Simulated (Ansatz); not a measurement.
Input and command of a calculation in Ansatz (plane waves; scalar-relativistic PAW potentials unless the input names others):

```yaml
crystal:
  lattice:
    - [2.8679135954, 0.0, 0.0]
    - [-1.4339567977, 2.4836860295, 0.0]
    - [0.0, 0.0, 26.0249249352]
  atoms:
    - { symbol: Ti, position: [0.6666666667, 0.3333333333, 0.3266099719] }
    - { symbol: Ti, position: [0.3333333333, 0.6666666667, 0.4165868556] }
    - { symbol: Ti, position: [0.0, 0.0, 0.508026911] }
    - { symbol: Ti, position: [0.6666666667, 0.3333333333, 0.5921085072] }
    - { symbol: O, position: [0.6666666667, 0.6666666667, 0.6432291106] }
basis:
  ecutwfc: "120 eV"
kpoints:
  mp_grid: { grid: [12, 12, 1] }
hamiltonian:
  xc: pbesol
scf:
  occupations: { method: gaussian, width: 0.1 }
  max_iter: 80
output:
  forces: true
  eigenvalues: true
efield:
  axis: 3
  dipole_correction: true
  ramp_width: 0.04
```

```bash
ansatz run input.yaml --threads 1 --pin off --max-ram 2560MiB --backend cpu --events-out ev --progress --plain --runs-dir out
```

Abridged log:
```
Pseudopotentials: kind: paw
Pseudopotential: Ti, paw, valence charge 12, recommended cutoff 420 eV (normal)
Pseudopotential: O, paw, valence charge 6, recommended cutoff 420 eV (normal)
Functional definition: PBEsol
Crystal: 5 atoms, lattice volume = 185.375 Å³
Basis set: ecut = 120 eV, 593 PW (Γ), exchange–correlation on 24×24×192 points (8 copies of the dense FFT grid, shifted against one another)
Bands: 33, of which v1, the nominal top of the filled ones, is band 27 counted from 1 (26 counted from 0)
Symmetry: 1 space group operations
Space group: P1 (ITA 1), of the structure as read, at distance tolerance 5.7e-5 Å
k-points: 74 of 144 (time reversal used)
Initial density: superposition of atomic densities (neutral atoms: chi_scale 0, normalization atom), corrected by the library's trained network
Initial wavefunctions: pseudopotential atomic-orbital guess
Functional: x = pbesol(κ = 0.804, μ = 0.12345679), c = pbesol(β = 0.046)
SCF iter   1: F=—  HF=-10277.985298 eV  |F-HF|=—  |Δ(HF+E_count)|=         —  Δρ=2.78e-1  dr2=1.17e2  ethr=1.77e-3  p=-0.089 e·Å  D=-8.73e-2 V/Å  ΔV_dip=2.27 eV  dr2_dipole=1.81e1  V_vac-E_F(+/−)=3.36/1.09 eV  ⟨swp⟩=7.8  Hψ=12121  notcnv=0
efield: sawtooth ramp at fractional position 0.9649 (placed from the atoms, in the widest stretch of the axis that holds none; the zero of the levels goes with the place), width 0.0400; the density the first Hamiltonian is built on has a dipole p = -0.089 e·Å; the dipole correction subtracts the counter field D = -8.73e-2 V/Å, which shifts the + side's vacuum level by +2.27 eV against the − side's; the planar-averaged density in the ramp window peaks in size at 3.5e-4 e/Å³
SCF iter   2: F=—  HF=-10225.839937 eV  |F-HF|=—  |Δ(HF+E_count)|=    5.21e1  Δρ=9.43e-2  dr2=3.05e1  ethr=1.77e-3  p=-0.092 e·Å  D=-9.02e-2 V/Å  ΔV_dip=2.35 eV  dr2_dipole=2.02e0  V_vac-E_F(+/−)=10.17/7.83 eV  ⟨swp⟩=6.7  Hψ=8285  notcnv=0  defer=78
SCF iter   3: F=—  HF=-10218.767551 eV  |F-HF|=—  |Δ(HF+E_count)|=    7.07e0  Δρ=1.19e-2  dr2=5.24e-1  ethr=1.77e-3  p=-0.093 e·Å  D=-9.12e-2 V/Å  ΔV_dip=2.37 eV  dr2_dipole=3.14e-2  V_vac-E_F(+/−)=9.17/6.81 eV  ⟨swp⟩=5.4  Hψ=6980  notcnv=0  defer=57
SCF iter   4: F=—  HF=-10218.736671 eV  |F-HF|=—  |Δ(HF+E_count)|=   3.09e-2  Δρ=4.32e-3  dr2=8.67e-2  ethr=9.70e-4  p=-0.114 e·Å  D=-1.12e-1 V/Å  ΔV_dip=2.91 eV  dr2_dipole=2.53e-3  V_vac-E_F(+/−)=9.36/6.47 eV  ⟨swp⟩=3.0  Hψ=4287  notcnv=0  defer=47
SCF iter   5: F=—  HF=-10218.723374 eV  |F-HF|=—  |Δ(HF+E_count)|=   1.33e-2  Δρ=1.54e-3  dr2=1.13e-2  ethr=1.61e-4  p=-0.118 e·Å  D=-1.15e-1 V/Å  ΔV_dip=3.00 eV  dr2_dipole=1.49e-5  V_vac-E_F(+/−)=9.23/6.25 eV  ⟨swp⟩=2.9  Hψ=3726  notcnv=0  defer=46
SCF iter   6: F=—  HF=-10218.722631 eV  |F-HF|=—  |Δ(HF+E_count)|=   7.43e-4  Δρ=4.29e-4  dr2=2.34e-3  ethr=2.09e-5  p=-0.124 e·Å  D=-1.21e-1 V/Å  ΔV_dip=3.15 eV  dr2_dipole=9.38e-5  V_vac-E_F(+/−)=9.25/6.12 eV  ⟨swp⟩=2.8  Hψ=3384  notcnv=0  defer=46
SCF iter   7: F=—  HF=-10218.722730 eV  |F-HF|=—  |Δ(HF+E_count)|=   9.90e-5  Δρ=2.26e-4  dr2=4.88e-4  ethr=4.33e-6  p=-0.127 e·Å  D=-1.24e-1 V/Å  ΔV_dip=3.23 eV  dr2_dipole=2.55e-5  V_vac-E_F(+/−)=9.24/6.03 eV  ⟨swp⟩=2.1  Hψ=3089  notcnv=0  defer=46
SCF iter   8: F=—  HF=-10218.722711 eV  |F-HF|=—  |Δ(HF+E_count)|=   1.94e-5  Δρ=8.28e-5  dr2=6.82e-5  ethr=9.03e-7  p=-0.130 e·Å  D=-1.27e-1 V/Å  ΔV_dip=3.30 eV  dr2_dipole=4.12e-6  V_vac-E_F(+/−)=9.24/5.96 eV  ⟨swp⟩=2.3  Hψ=3348  notcnv=0  defer=46
SCF iter   9: F=—  HF=-10218.721826 eV  |F-HF|=—  |Δ(HF+E_count)|=   8.85e-4  Δρ=3.17e-5  dr2=4.17e-6  ethr=1.26e-7  p=-0.130 e·Å  D=-1.27e-1 V/Å  ΔV_dip=3.31 eV  dr2_dipole=1.86e-7  V_vac-E_F(+/−)=9.24/5.94 eV  ⟨swp⟩=2.6  Hψ=4375  notcnv=0  defer=46
SCF iter  10: F=—  HF=-10218.721825 eV  |F-HF|=—  |Δ(HF+E_count)|=   5.08e-7  Δρ=1.29e-5  dr2=6.05e-7  ethr=7.72e-9  p=-0.131 e·Å  D=-1.27e-1 V/Å  ΔV_dip=3.32 eV  dr2_dipole=1.56e-7  V_vac-E_F(+/−)=9.24/5.94 eV  ⟨swp⟩=3.2  Hψ=4758  notcnv=0  defer=46
SCF iter  11: F=—  HF=-10218.721826 eV  |F-HF|=—  |Δ(HF+E_count)|=   1.11e-7  Δρ=6.13e-6  dr2=1.75e-7  ethr=1.85e-10  p=-0.131 e·Å  D=-1.28e-1 V/Å  ΔV_dip=3.32 eV  dr2_dipole=6.88e-9  V_vac-E_F(+/−)=9.24/5.94 eV  ⟨swp⟩=13.7  Hψ=14528  notcnv=0
SCF iter  12: F=-10218.721826 eV  HF=-10218.721826 eV  |F-HF|=1.70e-9  |Δ(HF+E_count)|=   1.50e-8  Δρ=1.33e-6  dr2=3.94e-9  ethr=1.85e-10  p=-0.131 e·Å  D=-1.28e-1 V/Å  ΔV_dip=3.32 eV  dr2_dipole=1.73e-14  V_vac-E_F(+/−)=9.24/5.94 eV  ⟨swp⟩=4.7  Hψ=7418  notcnv=0
SCF 1 converged in 12 iterations: F = -10218.721826 eV  dr2 = 3.94e-9
SCF converged after 12 iterations
Free energy (F): -10218.721826 eV
Harris-Foulkes:  -10218.721826 eV  (|F-HF|=1.70e-9)
Internal energy: -10218.691485 eV  (E = F + TS)
E sigma→0 (E₀):  -10218.706655 eV
Entropy (-TS):   -0.030341 eV (-6.068 meV/atom)
Fermi energy:    1.586614 eV
Dipole field:    D = -0.127573 V/Å  (p = -0.130692 e·Å, saw-weighted, corrected)
Work function:   Φ+ = 9.2394 eV (in doubt: plateau slope 9.7e-2 eV/Å)   Φ− = 5.9385 eV (in doubt: plateau slope 8.3e-2 eV/Å)
Levels:          The Fermi level and band energies are counted from a zero that moves with the ramp; work functions are not
Vacuum region:   at the solve's end the planar-averaged density reaches 4.24e-4 e/Å³ inside the ramp window [0.9265, 0.0433] (bound 1e-5 e/Å³)
--- Forces (eV/Å), atoms counted from 1 ---
  atom   1  Ti     0.08063032     0.02207541     4.55760279
  atom   2  Ti    -0.06158294    -0.09857052    -0.90527456
  atom   3  Ti    -0.10374204     0.19987222    -4.46081875
  atom   4  Ti    -3.56037498     6.77052876     9.80123980
  atom   5  O      3.64508338    -6.89391225    -8.98555068
```

Task: What should be changed?

Result: The fault is a cutoff far too low (basis.ecutwfc: 420 → "120 eV", the first being the value of the sound run). Setting it back cures it. The log, from which this was withheld above, says: «Warning: basis.ecutwfc = 120 eV is below the records' recommended 420 eV, and the density's cutoff is lower with it unless basis.ecutrho_ratio is high enough to keep the records' density cutoff: compare with a run at a higher cutoff» «WARN: efield: at this solve's end the planar-averaged density reaches 4.24e-4 e/Å³ inside the ramp window [0.9265, 0.0433] (bound 1e-5 e/Å³); the window's nearer edge stands 7.37 Å from this solve's nearest atom along the axis. Its work functions, free energy, forces, stress, dipole, levels and responses can be off …» The run converged all the same, with an energy at zero smearing 47.3 eV/atom above the reference's, largest force 12.433 eV/Å, no gap on the mesh, so convergence alone doesn't show that an input is right. A reference run on usual settings, whose relaxation ended at this geometry, converged, and the end of its own relaxation has largest force 2.934 eV/Å (on an atom or along a direction that it held fixed), no gap on the mesh.

Time: 16 s on 1 thread of Arm Neoverse V1, with other jobs on the host, peak memory 0.3 GiB.